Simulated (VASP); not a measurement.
N:

```
N
1.0
     4.16723    0.00000    0.00000
    -2.08362    3.60893    0.00000
     0.00000    0.00000    7.00600
N
4
Direct
  0.66667 0.33333 0.67107
  0.66667 0.33333 0.82893
  0.33333 0.66667 0.17107
  0.33333 0.66667 0.32893
```

```yaml
Program: VASP 6.6.1
Task: single point
Functional: PBE
Potentials_or_basis: VASP PAW PBE potentials, release 64 (N)
Cutoff: 520 eV
k_mesh: 7 × 7 × 4
Occupations: fermi-dirac, width 0.05 eV
Spin: no spin polarisation
```

On this cell: pressure 1.3 GPa; largest force 1.112 eV/Å; band gap on the k mesh 7.04 eV, indirect (least direct gap 7.31 eV).

The same run follows on a disturbed copy (atoms moved at random, drawn with an rms of 0.05 Å):

```xyz
4
Lattice="4.1672 0.0000 0.0000 -2.0836 3.6089 0.0000 0.0000 0.0000 7.0060" Properties=species:S:1:pos:R:3 pbc="T T T"
N     2.0711    1.1866    4.6691
N     2.1101    1.1852    5.7935
N     0.0200    2.4218    1.1863
N     0.0164    2.3328    2.2964
```

Q: What changes?

A: The energy moves by +0.7 meV/atom; pressure -0.9 GPa; largest force 1.721 eV/Å; band gap on the k mesh 6.88 eV, indirect (least direct gap 7.15 eV).

Forces in eV/Å, atoms in the order of the input:
```
N    0.063 -0.011  1.720
N   -0.060  0.010 -1.716
N    0.002 -0.010  0.079
N   -0.005  0.011 -0.083
```

Stress tensor (GPa, compression positive):
```
 0.10  0.00 -0.09
 0.00  0.09 -0.02
-0.09 -0.02 -2.91
```

Caveats: the standard files for N, O and F lose accuracy on very short bonds; an odd mesh through Γ misses points on the zone boundary, where band edges often lie; forces of over 1 eV/Å show positions far from the minimum, so gaps and moduli don't describe the material at rest (some runs).
